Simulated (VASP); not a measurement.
# Hg in VASP: a series of runs

One slab, Hg, is run at these levels: PBEsol, PBE+dDsC, PW91, revPBE, revPBE+D2; tasks: relaxation of the atoms, atomic charges.

All numbers are computed with VASP 6.6.1; they aren't measurements. Logs are shortened: lines on timing, memory, paths and dates and some standing lists are left out, and cuts for length are marked.

### Step 1. The slab as given

The cell holds a slab with vacuum, 4 atoms: a = 3.606 Å, b = 3.606 Å, c = 23.444 Å, α = 90.00°, β = 90.00°, γ = 60.06°.

The slab is cut from a database's or a generator's crystal, which needn't be the stable form of the element.

### Step 2. Relaxation of the atoms, PBEsol (the (0 0 1) slab of Hg, cut from the database cell, not relaxed)

File INCAR:

```
SYSTEM = Hg
  ALGO = Normal
  DIPOL = 0.5 0.5 0.500
  EDIFF = 1E-7
  EDIFFG = -0.01
  ENCUT = 520
  GGA = PS
  IBRION = 2
  IDIPOL = 3
  ISIF = 2
  ISMEAR = 0
  LASPH = .TRUE.
  LCHARG = .FALSE.
  LDIPOL = .TRUE.
  LREAL = .FALSE.
  LWAVE = .FALSE.
  NELM = 100
  NSW = 60
  PREC = Accurate
  SIGMA = 0.05
```

File KPOINTS:

```
k-points
0
G
  9 9 1
  0 0 0
```

File POSCAR:

```
Hg
1.0
    3.6057960290      0.0000000000      0.0000000000
    1.7995193020      3.1246592269      0.0000000000
    0.0000000000      0.0000000000     23.4440744872
Hg
4
Selective dynamics
Direct
    0.3343437984      0.3343437984      0.3199102615  F F F
    0.6692523297      0.6692523297      0.4410345604  F F F
    0.3337790654      0.3337790654      0.5589654396  T T T
    0.6686875968      0.6686875968      0.6800897385  T T T
```

Potentials or basis: VASP PAW PBE potentials, release 64 (Hg).

Started as:

```bash
$ cat potpaw_PBE.64/Hg/POTCAR > POTCAR
$ mpirun -np 1 vasp_std > vasp.out
```

OUTCAR:

```text
SYSTEM = Hg
   EDIFF = 1E-7
   EDIFFG = -0.01
   ENCUT = 520
   GGA = PS
   IBRION = 2
   ISIF = 2
   ISMEAR = 0
   LASPH = .TRUE.
   LREAL = .FALSE.
   NELM = 100
   NSW = 60
   PREC = Accurate

 ion  position               nearest neighbor table
   1  0.334  0.334  0.320-   2 3.52   2 3.52   2 3.53
   2  0.669  0.669  0.441-   3 3.46   3 3.46   3 3.47   1 3.52   1 3.52   1 3.53
   3  0.334  0.334  0.559-   2 3.46   2 3.46   2 3.47   4 3.52   4 3.52   4 3.53
   4  0.669  0.669  0.680-   3 3.52   3 3.52   3 3.53

  LATTYP: Found a base centered orthorhombic cell.
 ALAT       =     3.6091731600
 B/A-ratio  =     1.7298895459
 C/A-ratio  =     6.4956912423

  Lattice vectors:

 A1 = (  -1.7995193020,  -3.1246592269,   0.0000000000)
 A2 = (   3.6057960290,   0.0000000000,   0.0000000000)
 A3 = (   0.0000000000,   0.0000000000,  23.4440744872)

Analysis of symmetry for initial positions (statically):
=====================================================================
 Subroutine PRICEL returns:
 Original cell was already a primitive cell.

 Routine SETGRP: Setting up the symmetry group for a
 base centered orthorhombic supercell.

 Subroutine GETGRP returns: Found  4 space group operations
 (whereof  2 operations were pure point group operations)
 out of a pool of  8 trial point group operations.

The static configuration has the point symmetry C_1h.
 The point group associated with its full space group is C_2h.

Analysis of symmetry for dynamics (positions and initial velocities):
=====================================================================
 Subroutine PRICEL returns:
 Original cell was already a primitive cell.

 Routine SETGRP: Setting up the symmetry group for a
 base centered orthorhombic supercell.

 Subroutine GETGRP returns: Found  4 space group operations
 (whereof  2 operations were pure point group operations)
 out of a pool of  8 trial point group operations.

The dynamic configuration has the point symmetry C_1h.
 The point group associated with its full space group is C_2h.

Analysis of constrained symmetry for selective dynamics:
=====================================================================
 Subroutine PRICEL returns:
 Original cell was already a primitive cell.

 Routine SETGRP: Setting up the symmetry group for a
[... 158 lines left out ...]

  energy without entropy =       -1.56499350  energy(sigma->0) =       -1.56499350

------------------------ aborting loop because EDIFF is reached ----------------------------------------

  FORCE on cell =-STRESS in cart. coord.  units (eV):
  Direction    XX          YY          ZZ          XY          YZ          ZX
  --------------------------------------------------------------------------------------
  -------------------------------------------------------------------------------------
  Total       -2.0326674     -2.0334469     -1.6900134      0.0006768      0.0001149      0.0001988
  in kB      -12.3293445    -12.3340729    -10.2509429      0.0041051      0.0006969      0.0012058
  external PRESSURE =     -11.6381201 kB  Pullay stress =       0.0000000 kB
[... 95 lines left out ...]
  FREE ENERGIE OF THE ION-ELECTRON SYSTEM (eV)
  ---------------------------------------------------
  free  energy   TOTEN  =        -1.5716271153 eV

  energy  without entropy=       -1.5716271153  energy(sigma->0) =       -1.57162712

 dipolmoment           0.000000      0.000000     -0.000050 electrons x Angstroem

[... ionic steps 4 to 13 ...]

--------------------------------------- Ionic step       14  -------------------------------------------

 number of electron      48.0000003 magnetization

------------------------ aborting loop because EDIFF is reached ----------------------------------------
[... 35 lines left out ...]
 number of electron      48.0000002 magnetization

------------------------ aborting loop because EDIFF is reached ----------------------------------------

 vacuum level on the upper side and lower side of the slab       (xc-potential included)        -0.102        -0.144

  FORCE on cell =-STRESS in cart. coord.  units (eV):
  Direction    XX          YY          ZZ          XY          YZ          ZX
  --------------------------------------------------------------------------------------
  -------------------------------------------------------------------------------------
  Total       -1.4220534     -1.4237673     -0.5318366      0.0014880      0.0024677      0.0042689
  in kB       -8.6256050     -8.6360010     -3.2259071      0.0090257      0.0149680      0.0258932
  external PRESSURE =      -6.8291710 kB  Pullay stress =       0.0000000 kB
[... 25 lines left out ...]
--------------------------------------- Ionic step       16  -------------------------------------------

 number of electron      48.0000003 magnetization

 dipolmoment           0.000000      0.000000      0.001391 electrons x Angstroem

 Free energy of the ion-electron system (eV)
  ---------------------------------------------------
  ext. energy  EPLUGINS =         0.00000000
  ---------------------------------------------------
  free energy    TOTEN  =        -1.66882105 eV

  energy without entropy =       -1.66882105  energy(sigma->0) =       -1.66882105

 E-fermi :  -2.4422     XC(G=0):  -4.8573

 val. band max:       -2.6640680128   @ k =   0.4444   0.2222   0.0000
 cond. band min:      -1.7671495635   @ k =  -0.4444   0.1111   0.0000
 fundamental gap:      0.8969184494
 Fermi energy:        -2.4422415895

 k-point     1 :       0.0000    0.0000    0.0000
  band No.  band energies     occupation
      1      -9.5628      2.00000
      2      -9.0413      2.00000
      3      -8.6532      2.00000
      4      -8.6490      2.00000
      5      -8.6168      2.00000
      6      -8.6158      2.00000
[... 733 lines left out ...]
     27      -0.2824      0.00000
     28       1.2606      0.00000

 [... further k-points ...]

------------------------ aborting loop because EDIFF is reached ----------------------------------------

 vacuum level on the upper side and lower side of the slab       (xc-potential included)         0.006        -0.016

  FORCE on cell =-STRESS in cart. coord.  units (eV):
  Direction    XX          YY          ZZ          XY          YZ          ZX
  --------------------------------------------------------------------------------------
  -------------------------------------------------------------------------------------
  Total       -1.4349111     -1.4365503     -0.5512276      0.0014231      0.0022596      0.0039088
  in kB       -8.7035950     -8.7135374     -3.3435256      0.0086319      0.0137056      0.0237090
  external PRESSURE =      -6.9202193 kB  Pullay stress =       0.0000000 kB
[... 19 lines left out ...]
  FREE ENERGIE OF THE ION-ELECTRON SYSTEM (eV)
  ---------------------------------------------------
  free  energy   TOTEN  =        -1.6688210516 eV

  energy  without entropy=       -1.6688210516  energy(sigma->0) =       -1.66882105

 reached required accuracy - stopping structural energy minimisation

 vacuum level on the upper side and lower side of the slab         2.450         2.428
```

OSZICAR:

```text
N       E                     dE             d eps       ncg     rms          rms(c)
DAV:   1     0.361370189976E+03    0.36137E+03   -0.20525E+04  1400   0.142E+03
DAV:   2     0.208591864115E+02   -0.34051E+03   -0.31906E+03  1644   0.340E+02
DAV:   3    -0.127999617203E+01   -0.22139E+02   -0.21572E+02  1560   0.846E+01
[... 245 lines left out ...]
DAV:   3    -0.166882415239E+01    0.65509E-05   -0.78441E-05  1552   0.768E-02    0.222E-02
DAV:   4    -0.166882125432E+01    0.28981E-05   -0.40752E-06  1516   0.392E-02    0.112E-02
DAV:   5    -0.166882126223E+01   -0.79190E-08   -0.84903E-06  1488   0.357E-02    0.552E-03
DAV:   6    -0.166882101112E+01    0.25112E-06   -0.61164E-07  1528   0.270E-02    0.265E-03
DAV:   7    -0.166882105157E+01   -0.40452E-07   -0.40863E-07  1344   0.465E-03
  16 F= -.16688211E+01 E0= -.16688211E+01  d E =-.167701E-03
```

CONTCAR:

```text
Hg
   1.00000000000000
     3.6057960290000000    0.0000000000000000    0.0000000000000000
     1.7995193020000000    3.1246592269000000    0.0000000000000000
     0.0000000000000000    0.0000000000000000   23.4440744872000018
  Hg
     4
Selective dynamics
Direct
     0.3343437983999991    0.3343437983999991    0.3199102614999987   F   F   F
     0.6692523297000008    0.6692523297000008    0.4410345603999986   F   F   F
     0.3351049015063506    0.3351049015063506    0.5420481377743294   T   T   T
     0.6683414409337436    0.6683414409337436    0.6455112114277921   T   T   T

  0.00000000E+00  0.00000000E+00  0.00000000E+00
  0.00000000E+00  0.00000000E+00  0.00000000E+00
  0.00000000E+00  0.00000000E+00  0.00000000E+00
  0.00000000E+00  0.00000000E+00  0.00000000E+00
```

Wall time 24 min (1 thread of AMD EPYC 9R45 (Zen 5), shared host); peak memory 0.44 GiB.

Results:

| Property | Result |
| --- | --- |
| Free energy | -1.6688 eV |
| Energy gained by relaxing | 26.0 meV/atom |
| Ionic steps | 16 |
| Band gap on the k mesh | 0.90 eV, indirect (least direct gap 1.50 eV) |

Step by step:
| step | energy change (eV) | largest force (eV/Å) | pressure (GPa) |
| --- | --- | --- | --- |
| 1 | 0.0000 | 0.1842 | -1.16 |
| 2 | -0.0017 | 0.1842 | -1.16 |
| 3 | -0.0066 | 0.1834 | -1.16 |
| 4 | -0.0163 | 0.1823 | -1.14 |
| 5 | -0.0341 | 0.1797 | -1.10 |
| 6 | -0.0599 | 0.1735 | -0.98 |
| 7 | -0.0180 | 0.6386 | -0.43 |
| 8 | -0.0640 | 0.2055 | -0.92 |
| 9 | -0.0738 | 0.1799 | -0.91 |
| 10 | -0.0961 | 0.1758 | -0.85 |
| 11 | -0.0778 | 0.4551 | -0.51 |
| 12 | -0.1016 | 0.1779 | -0.79 |
| 13 | -0.1021 | 0.1784 | -0.76 |
| 14 | -0.1035 | 0.1871 | -0.71 |
| 15 | -0.1037 | 0.1944 | -0.68 |
| 16 | -0.1038 | 0.1768 | -0.69 |

Final structure:
```yaml
crystal:
  lattice:
    - [3.60580, 0.00000, 0.00000]
    - [1.79952, 3.12466, 0.00000]
    - [0.00000, 0.00000, 23.44407]
  atoms:
    - { symbol: Hg, position: [0.33434, 0.33434, 0.31991] }
    - { symbol: Hg, position: [0.66925, 0.66925, 0.44103] }
    - { symbol: Hg, position: [0.33510, 0.33510, 0.54205] }
    - { symbol: Hg, position: [0.66834, 0.66834, 0.64551] }
```

Caveat: the PAW data sets were made with another functional, which shifts forces and pressure a little; spin-orbit coupling is left out, which moves the levels of the heavy elements.

### Step 3. Relaxation of the atoms, PBE+dDsC (the (0 0 1) slab of Hg, cut from the database cell, not relaxed)

File INCAR:

```
PREC = Accurate ; ENCUT = 520
EDIFF = 1E-6 ; ISMEAR = 0
SIGMA = 0.05 ; LREAL = False
LASPH = True ; NELM = 60
ALGO = Normal ; ISIF = 2
LWAVE = False ; LCHARG = False
LDIPOL = True ; IDIPOL = 3
DIPOL = 0.5 0.5 0.500 ; GGA = PE
IVDW = 4 ; IBRION = 2
NSW = 60 ; EDIFFG = -0.005
```

File KPOINTS:

```
regular mesh
0
Gamma
  9 9 1
```

POSCAR is that of step 2.

Potentials or basis: VASP PAW PBE potentials, release 64 (Hg).

Started as:

```bash
$ cat potpaw_PBE.64/Hg/POTCAR > POTCAR
$ mpirun -np 1 vasp_std > vasp.out
```

Run time: 9.3 min. Hardware: 1 thread of AMD EPYC 9R45 (Zen 5), shared host; peak memory 0.43 GiB.

It converged, with:

```yaml
Free_energy: -1.5264 eV
Energy_gained_by_relaxing: 1.2 meV/atom
Ionic_steps: 11
Band_gap_on_the_k_mesh: 1.25 eV, indirect (least direct gap 1.68 eV)
Dispersion_energy_per_atom: -0.221 eV
```

The path:
| step | energy change (eV) | largest force (eV/Å) | pressure (GPa) |
| --- | --- | --- | --- |
| 1 | 0.0000 | 0.0891 | -0.67 |
| 2 | -0.0002 | 0.0886 | -0.67 |
| 3 | -0.0009 | 0.0892 | -0.66 |
| 4 | -0.0022 | 0.0889 | -0.65 |
| 5 | -0.0043 | 0.0883 | -0.64 |
| 6 | -0.0064 | 0.0869 | -0.59 |
| 7 | 0.0000 | 0.1350 | -0.46 |
| 8 | -0.0040 | 0.1073 | -0.51 |
| 9 | -0.0053 | 0.0860 | -0.50 |
| 10 | -0.0044 | 0.0968 | -0.46 |
| 11 | -0.0050 | 0.0898 | -0.46 |

Final structure:
```xyz
4
Lattice="3.6058 0.0000 0.0000 1.7995 3.1247 0.0000 0.0000 0.0000 23.4441" Properties=species:S:1:pos:R:3 pbc="T T T"
Hg    1.8072    1.0447    7.5000
Hg    3.6175    2.0912   10.3396
Hg    1.7879    1.0335   12.8894
Hg    3.6225    2.0941   15.5254
```

Levels at points of the mesh, in eV from the valence-band top:
| k point | band 21 | band 22 | band 23 | band 24 | band 25 | band 26 | band 27 | band 28 |
| --- | --- | --- | --- | --- | --- | --- | --- | --- |
| (0.00, 0.00, 0.00) | -4.80 | -4.78 | -3.67 | -1.66 | 1.28 | 3.49 | 4.84 | 5.73 |

Caveat: spin-orbit coupling is left out, which moves the levels of the heavy elements.

[end of part 1 of 2]
